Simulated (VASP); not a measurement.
# CdS (Hawleyite) (F-43m) in VASP: further runs

Runs on CdS (Hawleyite). Level: HSE06. Tasks: single point.

Program: VASP 6.6.1. These are calculated values, not measurements. Logs are shortened: lines on timing, memory, paths and dates and some standing lists are left out, and cuts for length are marked.

## 1. The crystal as given

Symmetry: F-43m, No. 216, cubic system. Conventional cell: a = 5.833 Å, b = 5.833 Å, c = 5.833 Å, α = 90.00°, β = 90.00°, γ = 90.00°. Cd (site symmetry -43m) is surrounded by 4 S at 2.53 Å. Around S (site symmetry -43m) lie 4 Cd at 2.53 Å.

## 2. Single point, HSE06

Input file POSCAR:

```
CdS
1.0
    0.0000000000      2.9165000000      2.9165000000
    2.9165000000      0.0000000000      2.9165000000
    2.9165000000      2.9165000000      0.0000000000
Cd S
1 1
Direct
    0.0000000000      0.0000000000      0.0000000000
    0.7500000000      0.7500000000      0.7500000000
```

Input file INCAR.step1:

```
SYSTEM = CdS
  ALGO = Normal
  EDIFF = 1E-5
  ENCUT = 400
  GGA = PE
  ISIF = 2
  ISMEAR = 0
  LASPH = .TRUE.
  LCHARG = .FALSE.
  LREAL = .FALSE.
  LWAVE = .TRUE.
  NBANDS = 17
  NELM = 100
  NKRED = 1
  PREC = Accurate
  SIGMA = 0.01
```

Input file INCAR.step2:

```
SYSTEM = CdS
  ALGO = Normal
  EDIFF = 1E-6
  ENCUT = 400
  GGA = PE
  HFSCREEN = 0.2
  ISIF = 2
  ISMEAR = 0
  ISTART = 1
  LASPH = .TRUE.
  LCHARG = .FALSE.
  LHFCALC = .TRUE.
  LREAL = .FALSE.
  LWAVE = .FALSE.
  NBANDS = 17
  NELM = 100
  NKRED = 1
  PREC = Accurate
  PRECFOCK = Medium
  SIGMA = 0.01
```

Input file KPOINTS:

```
k-points
0
G
  4 4 4
  0 0 0
```

Potentials or basis: VASP PAW PBE potentials, release 64 (Cd, S).

The run is started by

```console
$ cat potpaw_PBE.64/Cd/POTCAR potpaw_PBE.64/S/POTCAR > POTCAR
$ cp INCAR.step1 INCAR
$ mpirun -np 1 vasp_std > vasp.out
$ cp INCAR.step2 INCAR
$ mpirun -np 1 vasp_std > vasp.out
```

OUTCAR:

```text
SYSTEM = CdS
   EDIFF = 1E-6
   ENCUT = 400
   GGA = PE
   HFSCREEN = 0.2
   ISIF = 2
   ISMEAR = 0
   ISTART = 1
   LASPH = .TRUE.
   LHFCALC = .TRUE.
   LREAL = .FALSE.
   NELM = 100
   NKRED = 1
   PREC = Accurate
   PRECFOCK = Medium

 Found      8 irreducible k-points:

 Following reciprocal coordinates:
            Coordinates               Weight
  0.000000  0.000000  0.000000      1.000000
  0.250000  0.000000  0.000000      8.000000
  0.500000  0.000000  0.000000      4.000000
  0.250000  0.250000  0.000000      6.000000
  0.500000  0.250000  0.000000     24.000000
 -0.250000  0.250000  0.000000     12.000000
   k-points           NKPTS =      8   k-points in BZ     NKDIM =     64   number of bands    NBANDS=     17
   number of dos      NEDOS =    301   number of ions     NIONS =      2
   total plane-waves  NPLWV =  21952
   dimension x,y,z NGX =    28 NGY =   28 NGZ =   28
   dimension x,y,z NGXF=    56 NGYF=   56 NGZF=   56
   ions per type =               1   1
   NGX,Y,Z   is equivalent  to a cutoff of  11.29, 11.29, 11.29 a.u.
   NGXF,Y,Z  is equivalent  to a cutoff of  22.57, 22.57, 22.57 a.u.
 SYSTEM =  CdS
   PREC   = accura    normal or accurate (medium, high low for compatibility)
   ISTART =      1    job   : 0-new  1-cont  2-samecut
   ICHARG =      0    charge: 1-file 2-atom 10-const
   ISPIN  =      1    spin polarized calculation?
   LNONCOLLINEAR =      F non collinear calculations
   LSORBIT =      F    spin-orbit coupling
   LASPH  =      T    aspherical Exc in radial PAW
   ENCUT  =  400.0 eV  29.40 Ry    5.42 a.u.   6.73  6.73  6.73*2*pi/ulx,y,z
   NELM   =    100;   NELMIN=  2; NELMDL=  0     # of ELM steps
   EDIFF  = 0.1E-05   stopping-criterion for ELM
   LREAL  =      F    real-space projection
   EDIFFG = 0.1E-04   stopping-criterion for IOM
   NSW    =      0    number of steps for IOM
   IBRION =     -1    ionic relax: 0-MD 1-quasi-New 2-CG
   NFREE  =      0    steps in history (QN), initial steepest desc. (CG)
   ISIF   =      2    stress and relaxation
   ISYM   =      3    0-nonsym 1-usesym 2-fastsym
   POTIM  = 0.5000    time-step for ionic-motion
   TEBEG  =    0.0;   TEEND  =   0.0 temperature during run
   PSTRESS=    0.0 pullay stress
   NELECT =      18.0000    total number of electrons
   NUPDOWN=      -1.0000    fix difference up-down
   EMIN   =  10.00;   EMAX   =-10.00  energy-range for DOS
   EFERMI =   0.00;   METHOD = LEGACY
   ISMEAR =     0;   SIGMA  =   0.01  broadening in eV -4-tet -1-fermi 0-gaus
   EFERMI_NEDOS =   21; number of points for ismear=-14 and -15
   IALGO  =     38    algorithm
   IMIX   =      1    mixing-type and parameters
     AMIX     =   0.40;   BMIX     =  1.00
     AMIX_MAG =   1.60;   BMIX_MAG =  1.00
  volume/ion in A,a.u.               =      24.81       167.41
  Fermi-wavevector in a.u.,A,eV,Ry     =   1.167599  2.206442 18.548649  1.363287
  Thomas-Fermi vector in A             =   2.304097
   LORBIT       =      0    0 simple, 1 ext, 2 COOP (PROOUT), +10 PAW based schemes
   GGA     = PE    functional components
   LHFCALC =     T    Hartree Fock is set to
   PRECFOCK=medium    Normal, Fast or Accurate (Low or Medium for compatibility)
   ENCUT4O =  -1.0   cutoff for four orbital integrals eV
   NKREDX  =     1    reduce k-point grid by
   NKREDY  =     1    reduce k-point grid by
   NKREDZ  =     1    reduce k-point grid by
   AEXX    =    0.2500 exact exchange contribution
   HFSCREEN=    0.2000 screening length (either q_TF or 0.3 A-1)
   HFSCREENC=   0.2000 screening length for correlation (either q_TF or 0.3 A-1)
   ENCUTFOCK=  -1.0 apply spherical cutoff to Coloumb kernel
   IVDW    =     0    specifies the selected vdW correction
   LEPSILON=     F    determine dielectric tensor
   LRPA    =     F    only Hartree local field effects (RPA)
 non-spin polarized calculation
 Gauss-broadening in eV      SIGMA  =   0.01
  energy-cutoff  :      400.00
  volume of cell :       49.62
 maximum number of plane-waves:       934
 NGX is ok and might be reduce to    28

 number of electron      17.9999988 magnetization

 Free energy of the ion-electron system (eV)
  ---------------------------------------------------
  ext. energy  EPLUGINS =         0.00000000
  ---------------------------------------------------
  free energy    TOTEN  =        -7.60113847 eV

  energy without entropy =       -7.60113847  energy(sigma->0) =       -7.60113847

 E-fermi :   0.7493     XC(G=0):  -7.5740

 val. band max:        0.6625472509   @ k =   0.0000   0.0000   0.0000
 cond. band min:       2.8625663444   @ k =   0.0000   0.0000   0.0000
 fundamental gap:      2.2000190935
 Fermi energy:         0.7493471085

 k-point     1 :       0.0000    0.0000    0.0000
  band No.  band energies     occupation
      1     -12.8951      2.00000
      2      -8.2027      2.00000
      3      -8.2027      2.00000
      4      -8.2027      2.00000
      5      -7.7186      2.00000
      6      -7.7186      2.00000
[... 9 lines left out ...]
     16      13.4807      0.00000
     17      15.2381      0.00000

 k-point     2 :       0.2500    0.0000    0.0000
  band No.  band energies     occupation
      1     -12.6663      2.00000
      2      -8.1313      2.00000
      3      -8.1312      2.00000
      4      -7.9250      2.00000
      5      -7.7155      2.00000
      6      -7.7155      2.00000
[... 9 lines left out ...]
     16      13.1708      0.00000
     17      17.1169      0.00000

 k-point     3 :       0.5000    0.0000    0.0000
  band No.  band energies     occupation
      1     -12.4410      2.00000
      2      -8.0806      2.00000
      3      -8.0806      2.00000
      4      -7.6840      2.00000
      5      -7.6840      2.00000
      6      -7.3006      2.00000
[... 9 lines left out ...]
     16      14.6678      0.00000
     17      16.1099      0.00000

 k-point     4 :       0.2500    0.2500    0.0000
  band No.  band energies     occupation
      1     -12.5925      2.00000
      2      -8.0437      2.00000
      3      -8.0437      2.00000
      4      -7.9956      2.00000
      5      -7.7262      2.00000
      6      -7.6779      2.00000
[... 9 lines left out ...]
     16      16.7274      0.00000
     17      17.4539      0.00000

 k-point     5 :       0.5000    0.2500    0.0000
  band No.  band energies     occupation
      1     -12.3732      2.00000
      2      -8.0222      2.00000
      3      -7.9659      2.00000
      4      -7.8053      2.00000
      5      -7.6697      2.00000
      6      -7.2547      2.00000
[... 9 lines left out ...]
     16      15.8023      0.00000
     17      16.3942      0.00000

 k-point     6 :      -0.2500    0.2500    0.0000
  band No.  band energies     occupation
      1     -12.4446      2.00000
      2      -8.0477      2.00000
      3      -8.0375      2.00000
      4      -7.7379      2.00000
      5      -7.7304      2.00000
      6      -7.4220      2.00000
[... 9 lines left out ...]
     16      15.5561      0.00000
     17      16.2817      0.00000

 [... further k-points ...]

------------------------ aborting loop because EDIFF is reached ----------------------------------------

  FORCE on cell =-STRESS in cart. coord.  units (eV):
  Direction    XX          YY          ZZ          XY          YZ          ZX
  --------------------------------------------------------------------------------------
  -------------------------------------------------------------------------------------
  Total        0.5140526      0.5140526      0.5140526      0.0000000      0.0000000     -0.0000000
  in kB       16.5997741     16.5997741     16.5997741      0.0000000      0.0000000     -0.0000000
  external PRESSURE =      16.5997741 kB  Pullay stress =       0.0000000 kB

 VOLUME and BASIS-vectors are now :
 -----------------------------------------------------------------------------
  energy-cutoff  :      400.00
  volume of cell :       49.62
      direct lattice vectors                 reciprocal lattice vectors
     0.000000000  2.916500000  2.916500000    -0.171438368  0.171438368  0.171438368
     2.916500000  0.000000000  2.916500000     0.171438368 -0.171438368  0.171438368
     2.916500000  2.916500000  0.000000000     0.171438368  0.171438368 -0.171438368

 POSITION                                       TOTAL-FORCE (eV/Angst)
 -----------------------------------------------------------------------------------
      0.00000      0.00000      0.00000         0.000000     -0.000000     -0.000000
      4.37475      4.37475      4.37475        -0.000000      0.000000      0.000000
 -----------------------------------------------------------------------------------
    total drift:                               -0.000114     -0.000121     -0.000065

  FREE ENERGIE OF THE ION-ELECTRON SYSTEM (eV)
  ---------------------------------------------------
  free  energy   TOTEN  =        -7.6011384681 eV

  energy  without entropy=       -7.6011384681  energy(sigma->0) =       -7.60113847
```

Run time: 10 min. Hardware: 1 thread of Intel Xeon Platinum 8375C at 2.90GHz (Ice Lake), shared host; peak memory 0.26 GiB.

The run converged, but some of its settings lie outside the range that counts as converged, so its numbers aren't taken as properties of the crystal.

What came out:

```yaml
Free_energy: -7.6011 eV
Pressure: 1.7 GPa
Band_gap_on_the_k_mesh: 2.20 eV, direct
```

Caveat: the k mesh is coarse (spacing up to 0.47 Å⁻¹), so the values aren't converged, least of all with exact exchange; the PAW data sets were made with another functional, which shifts forces and pressure a little.

## 3. Single point, HSE06

POSCAR is that of step 2.

INCAR.step1: that of step 2 with these lines changed.

```diff
@@ -3,3 +3,3 @@
   EDIFF = 1E-5
-  ENCUT = 400
+  ENCUT = 460
   GGA = PE
```

INCAR.step2: that of step 2 with these lines changed.

```diff
@@ -3,3 +3,3 @@
   EDIFF = 1E-6
-  ENCUT = 400
+  ENCUT = 460
   GGA = PE
@@ -18,3 +18,3 @@
   PREC = Accurate
-  PRECFOCK = Medium
+  PRECFOCK = Fast
   SIGMA = 0.01
```

KPOINTS is that of step 2.

Potentials or basis: VASP PAW PBE potentials, release 64 (Cd, S).

The run is started by

```console
$ cat potpaw_PBE.64/Cd/POTCAR potpaw_PBE.64/S/POTCAR > POTCAR
$ cp INCAR.step1 INCAR
$ mpirun -np 1 vasp_std > vasp.out
$ cp INCAR.step2 INCAR
$ mpirun -np 1 vasp_std > vasp.out
```

Wall time 2.3 min (1 thread of Intel Xeon Platinum 8375C at 2.90GHz (Ice Lake), shared host); peak memory 0.26 GiB.

The run converged, but some of its settings lie outside the range that counts as converged, so its numbers aren't taken as properties of the crystal.

Results:

* Free energy: -7.6065 eV
* Pressure: 2.0 GPa
* Band gap on the k mesh: 2.20 eV, direct

Caveat: the k mesh is coarse (spacing up to 0.47 Å⁻¹), so the values aren't converged, least of all with exact exchange; the PAW data sets were made with another functional, which shifts forces and pressure a little.

(Continued in part 2 of 2.)
